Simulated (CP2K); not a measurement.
**CdS (Hawleyite) under changes of volume**

One of the cells (24.808 Å³/atom); the others are scaled copies at fixed shape and fractional positions:

```xyz
2
Lattice="4.1246 0.0000 0.0000 2.0623 3.5720 0.0000 2.0623 1.1907 3.3677" Properties=species:S:1:pos:R:3 pbc="T T T"
Cd    0.0000    0.0000    0.0000
S     6.1868    3.5720    2.5258
```

- Program: CP2K 2026.2
- Functional: PBE
- Potentials or basis: POTENTIAL_UZH Cd GTH-PBE-q12, S GTH-PBE-q6; TZVP-MOLOPT-PBE-GTH basis
- Density cutoff: 6123 eV
- k mesh: 8 × 8 × 8
- Occupations: fermi-dirac, width 0.05 eV
- Spin: no spin polarisation

```tsv
volume (Å³/atom)	energy over the lowest point (meV/atom)	pressure (GPa)	gap on the mesh (eV)
23.319	67.84	8.3	1.27
23.815	44.93	6.5	1.23
24.312	27.33	4.9	1.18
24.808	14.49	3.4	1.14
25.304	?	?	?
25.800	1.23	0.9	1.05
26.296	0.00	-0.1	1.01
```

Q: What does the run at 25.304 Å³/atom give?

A: Energy over the lowest point 5.93 meV/atom; pressure 2.1 GPa; gap on the mesh 1.10 eV.

Worked out: A Birch-Murnaghan fit of order 3 (a polynomial in V^(-2/3)) to the other rows has its minimum at 26.24 Å³/atom with B0 = V·E''(V) = 54 GPa and B' = 4.5. It gives 5.94 meV/atom at 25.304 Å³/atom, against the run's 5.93, and -dE/dV = 2.1 GPa, against 2.1. A straight line through the other rows of the gap, of slope -2.19 eV per unit of ln V (its deformation potential), gives 1.09 eV, against the run's 1.10.

Energies are extrapolated to zero smearing.

Caveats: the basis of atomic orbitals isn't converged, which shifts pressures, moduli and gaps.

Spin-orbit coupling on Cd is left out.
